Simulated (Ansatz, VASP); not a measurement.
## Two plane-wave programs on C

The input INCAR:

```
PREC = Accurate
ENCUT = 520
EDIFF = 1E-7
ISMEAR = -1
SIGMA = 0.05
LREAL = F
LASPH = T
NELM = 60
ALGO = Normal
ISIF = 2
LWAVE = F
LCHARG = F
GGA = PE
NBANDS = 16
```

The input KPOINTS:

```
Automatic mesh
0
Gamma
  12 12 12
```

File POSCAR:

```
C
1.0
    1.2413551441      0.7166967267      8.3374684561
   -1.2413551441      0.7166967267      8.3374684561
    0.0000000000     -1.4333934532      8.3374684561
C
4
Direct
    0.0871730800      0.0871730800      0.0871730800
    0.7538500600      0.7538500600      0.7538500600
    0.2461499400      0.2461499400      0.2461499400
    0.9128269200      0.9128269200      0.9128269200
```

input.yaml

```yaml
crystal:
  lattice:
    - [1.2413551441, 0.7166967267, 8.3374684561]
    - [-1.2413551441, 0.7166967267, 8.3374684561]
    - [0.0, -1.4333934532, 8.3374684561]
  atoms:
    - { symbol: C, position: [0.08717308, 0.08717308, 0.08717308] }
    - { symbol: C, position: [0.75385006, 0.75385006, 0.75385006] }
    - { symbol: C, position: [0.24614994, 0.24614994, 0.24614994] }
    - { symbol: C, position: [0.91282692, 0.91282692, 0.91282692] }
hamiltonian:
  xc: pbe
  pseudopotentials: { kind: paw }
kpoints:
  mp_grid: { grid: [12, 12, 12] }
scf:
  occupations: { method: fermi_dirac, width: 0.05 }
output:
  forces: true
  stress: true
  eigenvalues: true
  write_density: true
  write_potential: true
  elf: true
  volumetric_format: npy
```

Change from the starting cell: volume scaled by 1.02.

Alike in both runs: task single point; functional PBE; k mesh 12 × 12 × 12; occupations fermi-dirac, width 0.05 eV; no spin polarisation.

|  | VASP | Ansatz |
| --- | --- | --- |
| version | VASP 6.6.1 | Ansatz 0.2.0 |
| potentials or method | VASP PAW PBE potentials, release 64 (C) | Ansatz PAW |
| plane-wave cutoff (eV) | 520 | 420 |
| valence electrons in the cell | 16 | 16 |

VASP gave:

| Item | Value |
| --- | --- |
| gap on the k mesh at the Fermi level (eV) | 0.18 |
| least direct gap on the mesh (eV) | 0.18 |
| pressure (GPa) | -3.8 |
| largest component of the traceless stress (GPa) | 3.94 |
| rms of the force components (eV/Å) | 0.005 |

Question: Which values does Ansatz return?

Answer: gap on the k mesh at the Fermi level (eV): 0.18; least direct gap on the mesh (eV): 0.18; pressure (GPa): -4.1; largest component of the traceless stress (GPa): 4.34; rms of the force components (eV/Å): 0.005.

Atom by atom the forces differ by 0.000 eV/Å (rms over components). The functional is the same, so the differences come from potentials, cutoffs and numerics.

Caveats: the pressure holds a Pulay correction of +0.4 GPa for the finite cutoff (Ansatz). A k mesh can miss the band edges.
